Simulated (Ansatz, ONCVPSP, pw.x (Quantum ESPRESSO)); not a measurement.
## osmium: does the ONCV potential hold in the solid?

Os (Z = 76), optimised norm-conserving Vanderbilt (ONCV), made with ONCVPSP 4.0.1.1 (patched build) (PBE, scalar-relativistic). Core [Xe] 4f14, reference 5d6 6s1.5 6p0.5. Waves: 6s: rc 2.60 bohr, ncon 3, nbas 7, qcut 2.6 1/bohr, 2 projectors, debl 2.3 Ha; 6p: rc 2.85 bohr, ncon 4, nbas 8, qcut 3 1/bohr, 3 projectors, debl 1.5 Ha; 5d: rc 2.05 bohr, ncon 5, nbas 10, qcut 9.1 1/bohr, local. Local part: the d channel. Core correction: Teter function, fcfact 2.5, rcfact 1.5.

Atomic tests: cutoffs needed: 17 Ha and 20 Ha (the cutoffs (Ha) at which the residual kinetic energy of the hardest occupied pseudo-wave falls to 1 and 0.1 mHa per electron); ghost test: no bound ghost flagged; GHOST(+) flagged for s at 5.2 eV, p at 80.3 eV; largest excitation error: -80 meV (all-electron minus pseudo) for 5d6 6s0 6p0, out of 4 test configurations.

Crystal test: bcc Os in pw.x 7.5, no spin, 15³ k-points, Fermi–Dirac smearing 0.01 Ry, cutoffs 50/200 Ry. The reference is all-electron LAPW (Ansatz 0.2.0) with the same functional, mesh and smearing; V0 and B0 come from Birch–Murnaghan fits to the pressures at five volumes. Errors are pseudo minus all-electron; Δ is the rms difference of the E(V) curves that follow from these fits, minima aligned, over ±6 % about the mean V0. Mesh and smearing are coarse, so the numbers serve the comparison and aren't converged zero-temperature values; the lattice is a test structure that the element need not adopt.

```csv
V (Å³/atom),P all-electron (GPa),P pseudo (GPa)
14.054,20.14,10.22
14.424,9.33,0.61
14.794,-0.02,-7.71
15.164,-8.10,-14.91
15.534,-15.08,-21.11
```

All-electron: a0 = 3.093 Å (V0 = 14.79 Å³/atom), B0 = 347.4 GPa.

Pseudopotential: mean pressure error (GPa): -7.84; a0 (Å): 3.069; a0 error (%): -0.78; B0 error (%): -0.5; Δ (meV/atom): 26.4. The largest radius (2.85 bohr) exceeds half the bond length (2.53 bohr), so the spheres overlap, which is one possible source of error among others. This is a poor potential for the solid. The generator flags a localised state at positive energy (s at 5 eV).

Task: At the middle volume, how do free energy and pressure move when the wave cutoff is lowered (ecutrho kept at four times it)?

Result:

```tsv
cutoff (Ry)	shift of F (meV/atom)	shift of P (GPa)
22	+2992.3	-113.73
30	+395.7	-24.05
40	+14.7	-1.77
```

The run at the middle volume (120 k-points, 7 iterations) took about 16 s on one core of a shared host (Neoverse-N1, 64 threads, 124 GiB, load 57).
